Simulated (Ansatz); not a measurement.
Runs of Ansatz 0.2.0 on TiCo. The structure is cubic, space group Pm-3m (No. 221). The conventional cell has a = 2.986 Å, b = 2.986 Å, c = 2.986 Å, α = 90.00°, β = 90.00°, γ = 90.00°. Co (site symmetry m-3m) has 8 Ti at 2.59 Å as nearest neighbours. Around Ti (site symmetry m-3m) lie 8 Co at 2.59 Å. The cell comes from a database or a generator and needn't be the stable form of this composition.

```tsv
task	level	spin	U	fixed moment (μB)	cell	k mesh	smearing	hubbard projectors	double counting	atoms under strain	mesh quality	gap on the mesh (eV)	pressure (GPa)	moment (μB)
single point	PBE	collinear, ferromagnetic start	-	-	as given	9 × 9 × 9	gaussian 0.1 eV	-	-	-	not flagged	none	(b)	0.83
electron localisation function	RPBE+D3(BJ)+U	collinear, program default start	Co d U = 4.0 eV, Ti d U = 2.5 eV	3	as given	9 × 9 × 9	gaussian 0.1 eV	ortho-atomic (the default)	fll (the default)	-	not flagged	-	-6.7	3.00
elastic constants	PBEsol	collinear, ferromagnetic start	-	-	as given	7 × 7 × 7	fermi-dirac 0.05 eV	-	-	relaxed	not flagged	none	(a)	0.82
atomic charges	PBE+D3(BJ)+U	collinear, antiferromagnetic start	Co d U = 5.3 eV, Ti d U = 4 eV	-	as given	9 × 9 × 9	methfessel-paxton 0.1 eV	ortho-atomic (the default)	fll (the default)	-	not flagged	none	19.2	0.11
single point	B3LYP	collinear, ferromagnetic start	-	-	as given	5 × 5 × 5	fermi-dirac 0.05 eV	-	-	-	coarse	none	7.0	1.00
relaxation of cell and atoms	PBEsol0	collinear, ferromagnetic start	-	-	relaxed	5 × 5 × 5	fermi-dirac 0.05 eV	-	-	-	coarse	none	0.0	1.00
single point	PBE	collinear, ferromagnetic start	-	-	as given	9 × 9 × 9	gaussian 0.05 eV	-	-	-	not flagged	none	-0.5	0.83
```

Alike in all rows: potentials or basis Ansatz PAW; cutoff (eV) 420.

Task: Estimate the missing entries.

Result: (a) -7.6; (b) -0.6.

Caveats: some runs use coarse meshes; the magnetic or orbital state may not be the lowest (some runs); the PAW data sets come from PBE, with cores solved anew for the run's functional, which leaves a small shift of forces and pressure (some runs); the U is typed as a test and isn't derived for this compound (some runs); the thresholds are loose for stress (some runs); the starting moments weren't kept (some runs); the total moment is fixed, so each spin has its own Fermi level (some runs); the cell is more than 3 GPa from zero pressure, which shifts response properties (some runs).

A gap of «none» marks a metal or a gap under the smearing width.
